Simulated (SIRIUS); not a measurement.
PbSe (Clausthalite) under changes of volume

One of the cells (29.244 Å³/atom); the others are scaled copies at fixed shape and fractional positions:

```
CELL_PARAMETERS angstrom
0.00000 3.08092 3.08092
3.08092 0.00000 3.08092
3.08092 3.08092 0.00000
ATOMIC_POSITIONS crystal
Pb 0.00000 0.00000 0.00000
Se 0.50000 0.50000 0.50000
```

- Program: SIRIUS 7.12.0
- Functional: PBEsol
- Potentials or basis: all-electron FP-LAPW
- Cutoff: 167 eV
- Basis: apw+lo standard
- k mesh: 8 × 8 × 8
- Occupations: fermi-dirac, width 0.05 eV
- Spin: no spin polarisation

```csv
volume (Å³/atom),energy over the lowest point (meV/atom),gap on the mesh (eV)
26.951,12.83,0.02
27.524,?,?
28.097,0.00,0.13
29.244,3.33,0.27
29.818,10.29,0.33
30.391,20.09,0.38
```

Q: What does the run at 27.524 Å³/atom give?

A: Energy over the lowest point 4.22 meV/atom; gap on the mesh 0.06 eV.

Worked out: A Birch-Murnaghan fit of order 3 (a polynomial in V^(-2/3)) to the other rows has its minimum at 28.40 Å³/atom with B0 = V·E''(V) = 53 GPa and B' = 3.9. It gives 4.18 meV/atom at 27.524 Å³/atom, against the run's 4.22.

Energies are extrapolated to zero smearing.

Caveats: spin-orbit coupling is left out, which as a rule narrows the gap of such compounds by several tenths of an eV.

A mesh can miss the band edges.
